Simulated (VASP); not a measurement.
Here is a VASP 6.6.1 calculation.

File INCAR:

```
SYSTEM = ZnSe
PREC = Accurate
ENCUT = 600
EDIFF = 1E-6
ISMEAR = 0
SIGMA = 0.02
LREAL = .False.
LASPH = .True.
NELM = 80
ALGO = Normal
ISIF = 3
LWAVE = .False.
LCHARG = .False.
IBRION = 2
NSW = 60
EDIFFG = -0.01
LATTICE_CONSTRAINTS = .FALSE. .FALSE. .TRUE.
```

KPOINTS

```
regular mesh
0
Gamma
  6 4 6
  0 0 0
```

The input POSCAR:

```
ZnSe
1.0
    4.0061577266      0.0000000000      0.0000000000
    0.0000000000      5.6655625900      0.0000000000
    0.0000000000      0.0000000000      4.0051038440
Zn Se
2 2
Direct
    0.0000000000      0.0000000000      0.0000000000
    0.5000000000      0.5000000000      0.5000000000
    0.0000000000      0.2500000000      0.5000000000
    0.5000000000      0.7500000000      0.0000000000
```

Potentials or basis: VASP PAW LDA potentials, release 64 (Zn, Se).

Run with:

```console
$ cat potpaw_LDA.64/Zn/POTCAR potpaw_LDA.64/Se/POTCAR > POTCAR
$ mpirun -np 1 vasp_std > vasp.out
```

Q: Predict the relaxed cell.

A: a = 4.006 Å, b = 5.666 Å, c = 3.896 Å, α = 90.00°, β = 90.00°, γ = 90.00°.

Q: What does it give for the band gap on the k mesh?

A: 1.07 eV.

The path:
| step | energy change (eV) | largest force (eV/Å) | pressure (GPa) | volume (Å³) |
| --- | --- | --- | --- | --- |
| 1 | 0.0000 | 0.0012 | -3.05 | 90.90 |
| 2 | -0.0199 | 0.1131 | -1.76 | 89.03 |
| 3 | -0.0201 | 0.1275 | -1.55 | 88.83 |
| 4 | -0.0201 | 0.1242 | -1.66 | 88.87 |
| 5 | -0.0224 | 0.0643 | -1.55 | 88.71 |
| 6 | -0.0233 | 0.0217 | -1.42 | 88.49 |
| 7 | -0.0233 | 0.0045 | -1.45 | 88.53 |
| 8 | -0.0233 | 0.0015 | -1.39 | 88.44 |

Expect the measured gap to be larger: semilocal functionals such as LDA lack the derivative discontinuity.
